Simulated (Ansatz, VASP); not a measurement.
# Cross-check of SiTe between VASP and Ansatz, part 2 of 2

Aim: how closely do two programs agree when they are given the same cell, functional and k mesh? The cell is generated by rule, not measured, and may not be a known phase. The cell is taken from a series of runs on this material, whose earlier steps may have relaxed, scaled, displaced or heated it; both programs get it as it stands.

VASP 6.6.1 and Ansatz 0.2.0.

So far: Starting point; Ansatz: zone-centre phonons, LDA.

## (3) VASP: zone-centre phonons, LDA

Level of this step: LDA; plane waves and PAW (Si, Te); invented cell (VASP).

The same cell, functional (in two slightly different forms), mesh and smearing now go to VASP, with its own data sets.

Lines of VASP's logs that name or quote its potential files are left out, and so is its time.

INCAR reads:

```
SYSTEM = SiTe
PREC = Accurate
ENCUT = 500
EDIFF = 1E-08
NELM = 120
ISMEAR = 1
SIGMA = 0.15
LREAL = .FALSE.
ALGO = Normal
GGA = PW92
NBANDS = 16
LORBIT = 11
LWAVE = .FALSE.
LCHARG = .FALSE.
ISIF = 2
IBRION = 8
LASPH = .TRUE.
GGA_COMPAT = .FALSE.
KPAR = 2
```

POSCAR reads:

```
SiTe
1.0
    3.9013029930      0.0000000000      0.0000000000
   -1.9506514965      3.3786274998      0.0000000000
    0.0000000000      0.0000000000      7.1329257488
Si Te
2 2
Direct
    0.0000000000      0.0000000000      0.5000000000
    0.0000000000      0.0000000000      0.0000000000
    0.6666666667      0.3333333333      0.2500000000
    0.3333333333      0.6666666667      0.7500000000
```

KPOINTS reads:

```
Automatic mesh
0
Gamma
12 12 6
0 0 0
```

PAW data sets: Si and Te (LDA family, release 64).

The run is started by

```console
$ mpirun -np 2 vasp_std
```

The program printed:

```text
[banner, memory and clock lines left out]
running    2 mpi-ranks, on    1 nodes
 distrk:  each k-point on    1 cores,    2 groups
 distr:  one band on    1 cores,    1 groups

 POSCAR found type information on POSCAR SiTe
 POSCAR found :  2 types and       4 ions
|                                                                             |
|               ----> ADVICE to this user running VASP <----                  |
|                                                                             |
|     You enforced a specific xc type in the INCAR file but a different       |
|     [... a line on the potential file left out ...]
|     I HOPE YOU KNOW WHAT YOU ARE DOING!                                     |
|                                                                             |

 LDA part: xc-table for (Slater(with rela. corr.)+PW92), standard interpolation
 POSCAR, INCAR and KPOINTS ok, starting setup
 FFT: planning ... GRIDC
 FFT: planning ... GRID_SOFT
 FFT: planning ... GRID
 WAVECAR not read
 entering main loop
       N       E                     dE             d eps       ncg     rms          rms(c)
DAV:   1     0.598136656016E+02    0.59814E+02   -0.74255E+03  2432   0.974E+02
DAV:   2    -0.147735549951E+02   -0.74587E+02   -0.72421E+02  3288   0.144E+02
DAV:   3    -0.185213623416E+02   -0.37478E+01   -0.36433E+01  3176   0.340E+01
DAV:   4    -0.185774710315E+02   -0.56109E-01   -0.56090E-01  3152   0.484E+00
DAV:   5    -0.185787946709E+02   -0.13236E-02   -0.13236E-02  3248   0.687E-01    0.104E+01
DAV:   6    -0.185516620653E+02    0.27133E-01   -0.15730E-02  2984   0.611E-01    0.626E+00
DAV:   7    -0.185393494432E+02    0.12313E-01   -0.21537E-02  2896   0.721E-01    0.307E-01
DAV:   8    -0.185391896646E+02    0.15978E-03   -0.12414E-03  3256   0.213E-01    0.217E-01
DAV:   9    -0.185391958515E+02   -0.61869E-05   -0.22452E-04  3008   0.725E-02    0.119E-01
DAV:  10    -0.185391874204E+02    0.84311E-05   -0.25254E-05  2976   0.277E-02    0.246E-02
DAV:  11    -0.185391876843E+02   -0.26398E-06   -0.24142E-06  3216   0.837E-03    0.506E-03
DAV:  12    -0.185391876464E+02    0.37935E-07   -0.11773E-07  3040   0.177E-03    0.771E-04
DAV:  13    -0.185391876483E+02   -0.18518E-08   -0.24517E-08  2448   0.788E-04
   1 F= -.18539188E+02 E0= -.18538706E+02  d E =-.144506E-02
 Linear response reoptimize wavefunctions to high precision
DAV:   1    -0.185391876474E+02    0.86595E-09   -0.48515E-09  2584   0.374E-04
DAV:   2    -0.185391876474E+02   -0.28876E-10   -0.48711E-10  1592   0.129E-04
 Linear response DOF=           4
 Linear response progress:
  Degree of freedom:   1/  4
       N       E                     dE             d eps       ncg     rms          rms(c)
RMM:   1    -0.189333767147E-01   -0.18933E-01   -0.10712E-03 18629   0.762E-01
RMM:   2    -0.162680887058E-01    0.26653E-02   -0.12903E-03 12243   0.198E-01    0.693E-02
RMM:   3    -0.162206216859E-01    0.47467E-04   -0.40020E-05 12853   0.360E-02    0.389E-02
RMM:   4    -0.162052107142E-01    0.15411E-04   -0.63896E-06 12880   0.154E-02    0.346E-03
RMM:   5    -0.162140041119E-01   -0.87934E-05   -0.43615E-07 13349   0.301E-03    0.114E-03
RMM:   6    -0.162168078295E-01   -0.28037E-05   -0.15841E-07 13297   0.627E-04    0.334E-04
RMM:   7    -0.162163182514E-01    0.48958E-06    0.24033E-07 13826   0.173E-04    0.845E-05
RMM:   8    -0.162162396999E-01    0.78552E-07    0.22435E-08 13797   0.413E-05    0.182E-05
RMM:   9    -0.162162556592E-01   -0.15959E-07    0.25502E-08 13951   0.136E-05    0.481E-06
RMM:  10    -0.162162509479E-01    0.47113E-08    0.74204E-09 13545   0.539E-06    0.129E-06
 first order change of Fermi-energy   0.39917E-04
 force on displaced ion       1 direction 1 :  -1.839   0.000   0.000
 Linear response progress:
  Degree of freedom:   2/  4
       N       E                     dE             d eps       ncg     rms          rms(c)
RMM:   1    -0.283740271762E-01   -0.28374E-01    0.85158E-03  8268   0.850E-01
RMM:   2    -0.236751964515E-01    0.46988E-02   -0.20594E-03  5234   0.249E-01    0.152E-01
RMM:   3    -0.235173502218E-01    0.15785E-03   -0.28770E-04  5383   0.615E-02    0.117E-01
RMM:   4    -0.235105554650E-01    0.67948E-05   -0.28089E-05  5428   0.178E-02    0.517E-02
RMM:   5    -0.235287213238E-01   -0.18166E-04   -0.90690E-06  5352   0.893E-03    0.305E-03
RMM:   6    -0.235303373724E-01   -0.16160E-05    0.37777E-07  5591   0.158E-03    0.118E-03
RMM:   7    -0.235320442799E-01   -0.17069E-05   -0.48419E-07  5475   0.677E-04    0.304E-04
RMM:   8    -0.235318026401E-01    0.24164E-06   -0.41231E-08  5664   0.137E-04    0.711E-05
RMM:   9    -0.235317525483E-01    0.50092E-07   -0.11550E-07  5552   0.652E-05    0.151E-05
RMM:  10    -0.235317522584E-01    0.28986E-09   -0.11235E-07  5814   0.158E-05    0.842E-06
RMM:  11    -0.235317580847E-01   -0.58263E-08   -0.27815E-08  5541   0.575E-06    0.132E-06
 first order change of Fermi-energy   0.17572E-03
 force on displaced ion       1 direction 3 :  -0.000   0.000  -4.585
 Linear response progress:
  Degree of freedom:   3/  4
       N       E                     dE             d eps       ncg     rms          rms(c)
RMM:   1    -0.444398472140E-01   -0.44440E-01    0.46387E-02 22790   0.107E+00
RMM:   2    -0.435910309506E-01    0.84882E-03   -0.17713E-03 15047   0.261E-01    0.678E-02
RMM:   3    -0.436479072672E-01   -0.56876E-04   -0.88024E-05 15670   0.468E-02    0.491E-02
RMM:   4    -0.437137488309E-01   -0.65842E-04   -0.49419E-05 15869   0.205E-02    0.278E-03
RMM:   5    -0.437025396174E-01    0.11209E-04   -0.55670E-06 16180   0.435E-03    0.217E-03
RMM:   6    -0.436998704348E-01    0.26692E-05    0.14163E-06 16554   0.120E-03    0.390E-04
RMM:   7    -0.436993453858E-01    0.52505E-06    0.91927E-07 16850   0.294E-04    0.123E-04
RMM:   8    -0.436993771130E-01   -0.31727E-07    0.11503E-07 17032   0.767E-05    0.265E-05
RMM:   9    -0.436994086049E-01   -0.31492E-07    0.89720E-08 16953   0.251E-05    0.486E-06
RMM:  10    -0.436994034820E-01    0.51229E-08    0.32054E-08 17203   0.862E-06    0.154E-06
 first order change of Fermi-energy  -0.72398E-05
 force on displaced ion       3 direction 1 :  -3.256  -0.001   0.000
 Linear response progress:
  Degree of freedom:   4/  4
       N       E                     dE             d eps       ncg     rms          rms(c)
RMM:   1    -0.656605013351E-01   -0.65661E-01    0.79563E-02  7722   0.115E+00
RMM:   2    -0.638875806179E-01    0.17729E-02   -0.23342E-03  5148   0.293E-01    0.984E-02
RMM:   3    -0.638827073159E-01    0.48733E-05   -0.14685E-04  5298   0.642E-02    0.636E-02
RMM:   4    -0.638857176244E-01   -0.30103E-05    0.89192E-06  5426   0.169E-02    0.314E-02
RMM:   5    -0.639166720459E-01   -0.30954E-04    0.20326E-07  5362   0.892E-03    0.262E-03
RMM:   6    -0.639189103569E-01   -0.22383E-05    0.98454E-07  5485   0.247E-03    0.142E-03
RMM:   7    -0.639201794977E-01   -0.12691E-05    0.31369E-07  5632   0.539E-04    0.556E-04
RMM:   8    -0.639196582986E-01    0.52120E-06    0.21147E-07  5606   0.148E-04    0.250E-04
RMM:   9    -0.639197161106E-01   -0.57812E-07    0.11329E-08  5653   0.596E-05    0.347E-05
RMM:  10    -0.639197773581E-01   -0.61248E-07   -0.22913E-08  5749   0.172E-05    0.152E-05
RMM:  11    -0.639198033978E-01   -0.26040E-07    0.19225E-08  5610   0.739E-06    0.171E-06
RMM:  12    -0.639198077387E-01   -0.43409E-08    0.13995E-08  4470   0.434E-06    0.198E-07
 first order change of Fermi-energy  -0.13314E-03
 force on displaced ion       3 direction 3 :   0.000  -0.000  -2.589
 Linear response finished
```

From OUTCAR (step 3):

```text
ion  position               nearest neighbor table
   1  0.000  0.000  0.500-   3 2.87   4 2.87   3 2.87   4 2.87   3 2.87   4 2.87
   2  0.000  0.000  0.000-   3 2.87   4 2.87   3 2.87   4 2.87   3 2.87   4 2.87
   3  0.667  0.333  0.250-   1 2.87   2 2.87   1 2.87   2 2.87   1 2.87   2 2.87
   4  0.333  0.667  0.750-   1 2.87   2 2.87   1 2.87   2 2.87   1 2.87   2 2.87

  LATTYP: Found a hexagonal cell.
 ALAT       =     3.9013029930
 C/A-ratio  =     1.8283444689

 Subroutine GETGRP returns: Found 24 space group operations
 (whereof 12 operations were pure point group operations)

The static configuration has the point symmetry D_3d.
 The point group associated with its full space group is D_6h.

 Found     76 irreducible k-points:

   k-points           NKPTS =     76   k-points in BZ     NKDIM =     76   number of bands    NBANDS=     16

   dimension x,y,z NGX =    28 NGY =   28 NGZ =   54
   dimension x,y,z NGXF=    56 NGYF=   56 NGZF=  108

   ENCUT  =  500.0 eV  36.75 Ry    6.06 a.u.   7.11  7.11 13.00*2*pi/ulx,y,z

   NELECT =      20.0000    total number of electrons

 k-points in reciprocal lattice and weights: Automatic mesh
   0.00000000  0.00000000  0.00000000       0.001
   0.08333333  0.00000000  0.00000000       0.007
   0.16666667  0.00000000  0.00000000       0.007
   0.25000000  0.00000000  0.00000000       0.007
   0.33333333 -0.00000000  0.00000000       0.007
   0.41666667 -0.00000000  0.00000000       0.007
   0.50000000  0.00000000  0.00000000       0.003
   0.08333333  0.08333333  0.00000000       0.007
   0.16666667  0.08333333  0.00000000       0.014
[...]
0.33333333  0.25000000  0.50000000       0.014
   0.33333333  0.33333333  0.50000000       0.002

 average (electrostatic) potential at core
       1 -83.9749       2 -83.9749       3 -87.9287       4 -87.9287

  Total        0.0691275      0.0691275      0.1005798      0.0000000      0.0000000      0.0000000
  in kB        1.1779957      1.1779957      1.7139713      0.0000000      0.0000000      0.0000000
  external PRESSURE =       1.3566542 kB  Pullay stress =       0.0000000 kB

  energy-cutoff  :      500.00
  volume of cell :       94.02
      direct lattice vectors                 reciprocal lattice vectors
     3.901302993  0.000000000  0.000000000     0.256324618  0.147989087  0.000000000
    -1.950651496  3.378627500  0.000000000     0.000000000  0.295978175  0.000000000
     0.000000000  0.000000000  7.132925749     0.000000000  0.000000000  0.140194926

 POSITION                                       TOTAL-FORCE (eV/Angst)
 -----------------------------------------------------------------------------------
      0.00000      0.00000      3.56646         0.000000      0.000000      0.000000
      0.00000      0.00000      0.00000         0.000000      0.000000      0.000000
      1.95065      1.12621      1.78323         0.000000      0.000000     -0.000000
     -0.00000      2.25242      5.34969        -0.000000      0.000000      0.000000
 -----------------------------------------------------------------------------------
    total drift:                                0.000000     -0.000000     -0.000000

 Eigenvectors and eigenvalues of the dynamical matrix
 ----------------------------------------------------

   1 f  =    9.140132 THz    57.429144 2PiTHz  304.881992 cm-1    37.800532 meV
             X         Y         Z           dx          dy          dz
      0.000000  0.000000  3.566463     0.000000   -0.000000   -0.707107
      0.000000  0.000000  0.000000     0.000000   -0.000000    0.707107
      1.950651  1.126209  1.783231    -0.000000   -0.000000   -0.000000
     -0.000000  2.252418  5.349694    -0.000000   -0.000000    0.000000

   2 f  =    4.584168 THz    28.803175 2PiTHz  152.911372 cm-1    18.958585 meV
             X         Y         Z           dx          dy          dz
      0.000000  0.000000  3.566463     0.000041   -0.640040    0.000000
      0.000000  0.000000  0.000000     0.000041   -0.640040   -0.000000
      1.950651  1.126209  1.783231    -0.000019    0.300582    0.000000
     -0.000000  2.252418  5.349694    -0.000019    0.300582   -0.000000

   3 f  =    4.584168 THz    28.803175 2PiTHz  152.911372 cm-1    18.958585 meV
             X         Y         Z           dx          dy          dz
      0.000000  0.000000  3.566463     0.640040    0.000041    0.000000
      0.000000  0.000000  0.000000     0.640040    0.000041    0.000000
      1.950651  1.126209  1.783231    -0.300582   -0.000019    0.000000
     -0.000000  2.252418  5.349694    -0.300582   -0.000019    0.000000

   4 f  =    3.845182 THz    24.159993 2PiTHz  128.261474 cm-1    15.902389 meV
             X         Y         Z           dx          dy          dz
      0.000000  0.000000  3.566463     0.000122   -0.707107    0.000000
      0.000000  0.000000  0.000000    -0.000122    0.707107    0.000000
      1.950651  1.126209  1.783231    -0.000000   -0.000000   -0.000000
     -0.000000  2.252418  5.349694     0.000000    0.000000   -0.000000

   5 f  =    3.845182 THz    24.159993 2PiTHz  128.261474 cm-1    15.902389 meV
             X         Y         Z           dx          dy          dz
      0.000000  0.000000  3.566463    -0.707107   -0.000122   -0.000000
      0.000000  0.000000  0.000000     0.707107    0.000122   -0.000000
      1.950651  1.126209  1.783231    -0.000000    0.000000    0.000000
     -0.000000  2.252418  5.349694     0.000000   -0.000000    0.000000

   6 f  =    3.274923 THz    20.576947 2PiTHz  109.239668 cm-1    13.543987 meV
             X         Y         Z           dx          dy          dz
      0.000000  0.000000  3.566463     0.000000    0.000000   -0.000000
      0.000000  0.000000  0.000000     0.000000    0.000000   -0.000000
      1.950651  1.126209  1.783231    -0.000000   -0.000000    0.707107
     -0.000000  2.252418  5.349694     0.000000    0.000000   -0.707107

   7 f  =    2.945183 THz    18.505129 2PiTHz   98.240724 cm-1    12.180292 meV
             X         Y         Z           dx          dy          dz
      0.000000  0.000000  3.566463    -0.000000    0.000000   -0.000000
      0.000000  0.000000  0.000000    -0.000000    0.000000    0.000000
      1.950651  1.126209  1.783231    -0.000336    0.707107   -0.000000
     -0.000000  2.252418  5.349694     0.000336   -0.707107   -0.000000

   8 f  =    2.945183 THz    18.505129 2PiTHz   98.240724 cm-1    12.180292 meV
             X         Y         Z           dx          dy          dz
      0.000000  0.000000  3.566463     0.000000   -0.000000    0.000000
      0.000000  0.000000  0.000000     0.000000    0.000000    0.000000
      1.950651  1.126209  1.783231     0.707107    0.000336    0.000000
     -0.000000  2.252418  5.349694    -0.707107   -0.000336   -0.000000

   9 f  =    0.008713 THz     0.054747 2PiTHz    0.290642 cm-1     0.036035 meV
             X         Y         Z           dx          dy          dz
      0.000000  0.000000  3.566463     0.000000   -0.000000    0.297715
      0.000000  0.000000  0.000000     0.000000   -0.000000    0.297715
      1.950651  1.126209  1.783231     0.000000   -0.000000    0.641378
     -0.000000  2.252418  5.349694     0.000000   -0.000000    0.641378

  10 f/i=    0.001801 THz     0.011315 2PiTHz    0.060068 cm-1     0.007448 meV
             X         Y         Z           dx          dy          dz
      0.000000  0.000000  3.566463     0.260090    0.150674    0.000000
      0.000000  0.000000  0.000000     0.260090    0.150674    0.000000
      1.950651  1.126209  1.783231     0.553819    0.320835    0.000000
     -0.000000  2.252418  5.349694     0.553819    0.320835    0.000000

  11 f/i=    0.001801 THz     0.011315 2PiTHz    0.060068 cm-1     0.007448 meV
             X         Y         Z           dx          dy          dz
      0.000000  0.000000  3.566463    -0.150674    0.260090    0.000000
      0.000000  0.000000  0.000000    -0.150674    0.260090    0.000000
      1.950651  1.126209  1.783231    -0.320835    0.553819    0.000000
     -0.000000  2.252418  5.349694    -0.320835    0.553819    0.000000

  12 f/i=    2.134989 THz    13.414530 2PiTHz   71.215559 cm-1     8.829600 meV
             X         Y         Z           dx          dy          dz
      0.000000  0.000000  3.566463     0.000000   -0.000000   -0.641378
      0.000000  0.000000  0.000000     0.000000   -0.000000   -0.641378
      1.950651  1.126209  1.783231     0.000000   -0.000000    0.297715
     -0.000000  2.252418  5.349694     0.000000   -0.000000    0.297715

 ELASTIC MODULI CONTR FROM IONIC RELAXATION (kBar)
 Direction    XX          YY          ZZ          XY          YZ          ZX
 --------------------------------------------------------------------------------
 XX        -105.1713    105.1713     -0.0000     -0.0000      0.0000      0.0000
 YY         105.1713   -105.1713      0.0000      0.0000      0.0000      0.0000
 ZZ          -0.0000      0.0000     -0.0000      0.0000      0.0000      0.0000
 XY          -0.0000      0.0000      0.0000   -105.1713      0.0000      0.0000
 YZ           0.0000      0.0000      0.0000      0.0000      0.0000      0.0000
 ZX           0.0000      0.0000      0.0000      0.0000      0.0000      0.0000
 --------------------------------------------------------------------------------
```

Energies printed during the response cycles are not total energies of the cell.

## (4) Comparison

Known differences besides the potentials themselves: the data sets hold 40 valence electrons in Ansatz (on norm-conserving files, of PseudoDojo where its log says so) and 20 in VASP; the cutoff is 1120 eV in Ansatz and 500 eV in VASP; VASP's log shows a relativistic correction to its local exchange, Ansatz's none. Total energies have different zeros and are not compared.

Compared:

```tsv
quantity	Ansatz	VASP	difference
optical mode 1 (imaginary, printed as negative) (cm⁻¹)	-76.2	-71.2	-5.0
optical mode 2 to 3 (cm⁻¹)	97.8	98.2	-0.49 %
optical mode 4 (cm⁻¹)	108.0	109.2	-1.14 %
optical mode 5 to 6 (cm⁻¹)	127.0	128.3	-0.94 %
optical mode 7 to 8 (cm⁻¹)	150.2	152.9	-1.75 %
optical mode 9 (cm⁻¹)	303.6	304.9	-0.41 %
```

Modes are paired by rising frequency, not by their patterns, so a pair may set unlike modes beside each other; they are those without the splitting of longitudinal modes.

## (5) Results

```yaml
r_m_s_difference_of_the_optical_zone_centre_modes_each_program_s_sorted_by_frequency_zone_centre_phonons_lda: 2.2 cm⁻¹
difference_in_optical_mode_7_to_8_zone_centre_phonons_lda: -1.7 %
```

What this shows: The r.m.s. difference of the optical zone-centre modes, each program's sorted by frequency is 2.2 cm⁻¹ (zone-centre phonons, LDA). The data sets hold unlike numbers of valence electrons (40 in Ansatz and 20 in VASP), so part of the differences comes from the potentials. Among the rows given in per cent, the largest difference of the zone-centre phonons, LDA pair is in optical mode 7 to 8, -1.7 %. How closely two codes agree says nothing of how well the functional describes the real material.

[Lines on the potential files, build, host, timing and source positions are cut from VASP's logs without a mark.]

[Logs are printed without paths, hosts, clocks, repeated set-up lines and the standing remarks that a program may print on its own settings, such as how far it seeks lower states.]

[Hosts, paths, dates, database ids (printed as entryN), source tags and the programs' standing remarks are cut or masked in the printed files.]
